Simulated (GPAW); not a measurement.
Runs of GPAW 26.7.0 on BaTiO3. The structure is tetragonal, space group P4mm (No. 99). The conventional cell has a = 4.000 Å, b = 4.000 Å, c = 4.018 Å, α = 90.00°, β = 90.00°, γ = 90.00°. Around Ba (site symmetry 4mm) lie 12 O at 2.79 to 2.88 Å. Ti (site symmetry 4mm) is surrounded by 6 O at 1.89 to 2.13 Å. O (site symmetry 2mm) has 2 Ti at 2.00 Å as nearest neighbours. Around O (site symmetry 4mm) lie 2 Ti at 1.89 to 2.13 Å. 

```tsv
task	level	spin	cell	k mesh	cutoff (eV)	maxiter	band path	band points	spin axis theta (degrees)	spin axis phi (degrees)	gap on the mesh (eV)	pressure (GPa)	largest force (eV/Å)
band structure	mBEEF	SOC, no magnetisation	as given	4 × 4 × 4	800	150	GXMGZRAZ,XR,MA	60	90	45	2.24	2.0	0.49
single point	PBE	off	volume scaled by 0.96	6 × 6 × 6	600	80	-	-	-	-	1.89	(a)	0.11
single point	PBE	off	as given	7 × 7 × 7	800	150	-	-	-	-	1.91	3.8	(b)
band structure	vdW-DF2	SOC, no magnetisation	as given	4 × 4 × 4	800	150	GXMGZRAZ,XR,MA	80	0	0	1.83	-	0.19
relaxation of cell and atoms	TPSS+D3(BJ)	off	relaxed to -2 GPa	4 × 4 × 4	800	150	-	-	-	-	1.91	-1.8	0.01
```

Alike in all rows: potentials or basis GPAW PAW data sets (gpaw-data 1.2.1), pw; smearing fermi-dirac 0.05 eV.

Estimate the missing entries.

(a) 7.2; (b) 0.25.

Caveats: the PAW data sets were made with another functional, which shifts forces and pressure a little (some runs); spin-orbit coupling is left out, which moves the levels of the heavy elements (some runs); spin-orbit coupling was added after a scalar SCF, so levels and gaps hold it while energy, forces, pressure and moments don't (some runs); this program's spin-orbit splittings come out too wide for heavy elements (some runs); the cutoff is short for stress and forces, so pressures can be off by a GPa or more (some runs); an odd mesh through Γ misses points on the zone boundary, where band edges often lie (some runs); later steps reuse the first step's grids (some runs).

A k mesh can miss the band edges, and rows without SOC leave out spin-orbit coupling on Ba.
